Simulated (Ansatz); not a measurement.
**C at 7 GPa (stress–strain coefficients): relaxed-ion elastic tensor**

Theory: DFT PBE+D3(BJ), scalar-relativistic, plane waves, PAW (Ansatz 0.2.0). Plane waves to 420 eV; Γ-centred k mesh 12×12×12; fixed occupations. No spin polarisation.

The cell, relaxed at 7 GPa:
```xyz
2
Lattice="1.2265 0.7081 3.0234 -1.2265 0.7081 3.0234 0.0000 -1.4162 3.0234" Properties=species:S:1:pos:R:3 pbc="T T T"
C     0.0000    0.0000    1.5098
C     0.0000    0.0000    7.5603
```

(1) Give the relaxed-ion elastic constants (GPa, Voigt order xx yy zz yz xz xy, on the axes of the cell above).

(2) Is the crystal stable against homogeneous strain?

(3) And the moduli of a polycrystal (Hill averages)?

Results:

(1)
```
1200.0  220.7   -4.8    4.2    0.0    0.0
 220.7 1200.0   -4.8   -4.2    0.0    0.0
  -5.0   -5.0  105.8    0.0    0.0    0.0
   4.3   -4.3    0.0   12.4    0.0    0.0
   0.0    0.0    0.0    0.0   12.4    4.3
   0.0    0.0    0.0    0.0    4.2  489.6
```

(2) Yes: the least eigenvalue of the tensor is 12.4 GPa.

(3) B = 208 GPa, G = 142 GPa, E = 347 GPa, ν = 0.22.

Cost: 1 run of about 0.56 core-minutes, on Intel Xeon 6975P-C (Granite Rapids) (shared hosts).